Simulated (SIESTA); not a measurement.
The system is TiSi.

```xyz
2
Lattice="1.8162 -2.1176 0.0000 1.8162 2.1176 0.0000 0.0000 0.0000 3.8039" Properties=species:S:1:pos:R:3 pbc="T T T"
Ti    1.8162    0.0000    0.0000
Si    0.0000    0.0000    1.9020
```

The cell comes from a database or a generator and needn't be the stable form of this composition.

Base run:

| Property | Result |
| --- | --- |
| Program | SIESTA 5.4.2 |
| Functional | PBEsol |
| Potentials or basis | PseudoDojo 0.4 standard (PBEsol files) |
| Basis | DZP (energy shift 0.003 Ry; two zetas on semicore shells) |
| Grid cutoff | 800 Ry |
| Energy shift | 0.003 Ry |
| k mesh | 8 × 8 × 5 |
| Occupations | fermi-dirac, width 0.05 eV |
| Spin | no spin polarisation |
| Hubbard terms | Ti d U = 6 eV |

Its results: band gap on the k mesh none (metal or under the smearing width); pressure 11.6 GPa.

The run is repeated on the same cell with these changes: hubbard terms from Ti d U = 6 eV to none. What comes out?

Band gap on the k mesh none (metal or under the smearing width); pressure -3.6 GPa.

Caveats: the basis of atomic orbitals isn't converged, which shifts pressures, moduli and gaps; U without spin polarisation on a metal has little footing (some runs); the U is typed as a test and isn't derived for this compound (some runs).
